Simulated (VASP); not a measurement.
# ZrC (Fm-3m) in VASP: notebook, part 2 of 2

VASP 6.6.1.

## Step 3: Single point, PBEsol

The input, INCAR:

```
SYSTEM = ZrC
ALGO = Fast
EDIFF = 1E-7
ENCUT = 520
GGA = PS
ISIF = 2
ISMEAR = 0
LASPH = .TRUE.
LCHARG = .TRUE.
LELF = .TRUE.
LREAL = .FALSE.
LVHAR = .TRUE.
LWAVE = .FALSE.
NELM = 80
PREC = Accurate
SIGMA = 0.1
```

The input, KPOINTS:

```
k-points
0
G
  24 24 24
  0 0 0
```

The input, POSCAR:

```
ZrC
1.0
    0.0000000000      2.3355300000      2.3355300000
    2.3355300000      0.0000000000      2.3355300000
    2.3355300000      2.3355300000      0.0000000000
Zr C
1 1
Direct
    0.5000000000      0.5000000000      0.5000000000
    0.0000000000      0.0000000000      0.0000000000
```

Potentials or basis: VASP PAW PBE potentials, release 64 (Zr_sv, C).

Launch:

```console
cat potpaw_PBE.64/Zr_sv/POTCAR potpaw_PBE.64/C/POTCAR > POTCAR
mpirun -np 1 vasp_std > vasp.out
```

OUTCAR:

```text
SYSTEM = ZrC
   EDIFF = 1E-7
   ENCUT = 520
   GGA = PS
   ISIF = 2
   ISMEAR = 0
   LASPH = .TRUE.
   LREAL = .FALSE.
   NELM = 80
   PREC = Accurate

 ion  position               nearest neighbor table
   1  0.500  0.500  0.500-   2 2.34   2 2.34   2 2.34   2 2.34   2 2.34   2 2.34
   2  0.000  0.000  0.000-   1 2.34   1 2.34   1 2.34   1 2.34   1 2.34   1 2.34

  LATTYP: Found a face centered cubic cell.
 ALAT       =     4.6710600000

  Lattice vectors:

 A1 = (   0.0000000000,   2.3355300000,   2.3355300000)
 A2 = (   2.3355300000,   0.0000000000,   2.3355300000)
 A3 = (   2.3355300000,   2.3355300000,   0.0000000000)

Analysis of symmetry for initial positions (statically):
=====================================================================
 Subroutine PRICEL returns:
 Original cell was already a primitive cell.

 Routine SETGRP: Setting up the symmetry group for a
 face centered cubic supercell.

 Subroutine GETGRP returns: Found 48 space group operations
 (whereof 48 operations were pure point group operations)
 out of a pool of 48 trial point group operations.

The static configuration has the point symmetry O_h .

Analysis of symmetry for dynamics (positions and initial velocities):
=====================================================================
 Subroutine PRICEL returns:
 Original cell was already a primitive cell.

 Routine SETGRP: Setting up the symmetry group for a
 face centered cubic supercell.

 Subroutine GETGRP returns: Found 48 space group operations
 (whereof 48 operations were pure point group operations)
 out of a pool of 48 trial point group operations.

The dynamic configuration has the point symmetry O_h .

 Subroutine INISYM returns: Found 48 space group operations
 (whereof 48 operations are pure point group operations),
 and found     1 'primitive' translations

----------------------------------------------------------------------------------------

                                     Primitive cell

  volume of cell :      25.4792

[... 114 lines left out ...]
   LHFCALC =     F    Hartree Fock is set to
   AEXX    =    0.0000 exact exchange contribution
   IVDW    =     0    specifies the selected vdW correction
   LEPSILON=     F    determine dielectric tensor
   LRPA    =     F    only Hartree local field effects (RPA)
 non-spin polarized calculation
 RMM-DIIS sequential band-by-band and
 Gauss-broadening in eV      SIGMA  =   0.10
  energy-cutoff  :      520.00
  volume of cell :       25.48
 maximum number of plane-waves:       701
 NGX is ok and might be reduce to    28
   NGX = 13   NGY = 13   NGZ = 13

 number of electron      16.0000000 magnetization

 Free energy of the ion-electron system (eV)
  ---------------------------------------------------
  ext. energy  EPLUGINS =         0.00000000
  ---------------------------------------------------
  free energy    TOTEN  =       -20.57389959 eV

  energy without entropy =      -20.57247795  energy(sigma->0) =      -20.57318877

 E-fermi :   9.7152     XC(G=0): -12.3728

 val. band max:        9.7064797026   @ k =   0.5000   0.4583   0.0000
 cond. band min:       9.7584815798   @ k =   0.2917   0.2500   0.0417
 fundamental gap:      0.0520018773
 Fermi energy:         9.7152194500

 k-point     1 :       0.0000    0.0000    0.0000
  band No.  band energies     occupation
      1     -38.1919      2.00000
      2     -15.9200      2.00000
      3     -15.9200      2.00000
      4     -15.9200      2.00000
      5      -1.6368      2.00000
      6      10.6667      0.00000
      7      10.6667      0.00000
      8      10.6667      0.00000
      9      10.7730      0.00000
     10      10.7730      0.00000
     11      10.7730      0.00000
     12      12.5699      0.00000
[... 331 lines left out ...]
 k-point    24 :       0.4583    0.0417    0.0000
  band No.  band energies     occupation
      1     -38.0818      2.00000
      2     -16.8181      2.00000
      3     -16.0100      2.00000
      4     -16.0094      2.00000
      5       1.3773      2.00000
      6       4.5424      2.00000
      7       6.7617      2.00000
      8       6.8231      2.00000
      9      13.8378      0.00000
     10      14.2675      0.00000
     11      14.7664      0.00000
     12      17.0408      0.00000

 [... further k-points ...]
[... 5 lines left out ...]
  --------------------------------------------------------------------------------------
  -------------------------------------------------------------------------------------
  Total        0.0087303      0.0087303      0.0087303      0.0000000      0.0000000     -0.0000000
  in kB        0.5489789      0.5489789      0.5489789      0.0000000      0.0000000     -0.0000000
  external PRESSURE =       0.5489789 kB  Pullay stress =       0.0000000 kB

 VOLUME and BASIS-vectors are now :
 -----------------------------------------------------------------------------
  energy-cutoff  :      520.00
  volume of cell :       25.48
      direct lattice vectors                 reciprocal lattice vectors
     0.000000000  2.335530000  2.335530000    -0.214084169  0.214084169  0.214084169
     2.335530000  0.000000000  2.335530000     0.214084169 -0.214084169  0.214084169
     2.335530000  2.335530000  0.000000000     0.214084169  0.214084169 -0.214084169

 POSITION                                       TOTAL-FORCE (eV/Angst)
 -----------------------------------------------------------------------------------
      2.33553      2.33553      2.33553        -0.000000     -0.000000      0.000000
      0.00000      0.00000      0.00000         0.000000      0.000000      0.000000
 -----------------------------------------------------------------------------------
    total drift:                                0.000000      0.000000      0.000000

  FREE ENERGIE OF THE ION-ELECTRON SYSTEM (eV)
  ---------------------------------------------------
  free  energy   TOTEN  =       -20.5738995925 eV

  energy  without entropy=      -20.5724779479  energy(sigma->0) =      -20.57318877
```

OSZICAR:

```text
N       E                     dE             d eps       ncg     rms          rms(c)
DAV:   1     0.102588311765E+03    0.10259E+03   -0.89537E+03  9912   0.135E+03
DAV:   2    -0.165021780098E+02   -0.11909E+03   -0.11258E+03 11492   0.335E+02
DAV:   3    -0.235644334149E+02   -0.70623E+01   -0.69669E+01 17648   0.715E+01
[... 22 lines left out ...]
RMM:  26    -0.205738991869E+02   -0.18489E-06   -0.21718E-06  9253   0.343E-03    0.815E-05
RMM:  27    -0.205738993462E+02   -0.15931E-06   -0.21971E-06  7575   0.283E-03    0.360E-05
RMM:  28    -0.205738994349E+02   -0.88699E-07   -0.14392E-06  7386   0.258E-03    0.130E-05
RMM:  29    -0.205738995438E+02   -0.10885E-06   -0.15992E-06  7029   0.228E-03    0.194E-05
RMM:  30    -0.205738995925E+02   -0.48754E-07   -0.97277E-07  6705   0.215E-03
   1 F= -.20573900E+02 E0= -.20573189E+02  d E =-.142164E-02
```

Run time: 3.9 min. Hardware: 1 thread of Intel Xeon Platinum 8559C (Emerald Rapids), shared host; peak memory 0.27 GiB.

What came out:

```yaml
Free_energy: -20.5739 eV
Pressure: 0.1 GPa
Band_gap_on_the_k_mesh: none (metal or under the smearing width)
```

Caveat: the PAW data sets were made with another functional, which shifts forces and pressure a little.
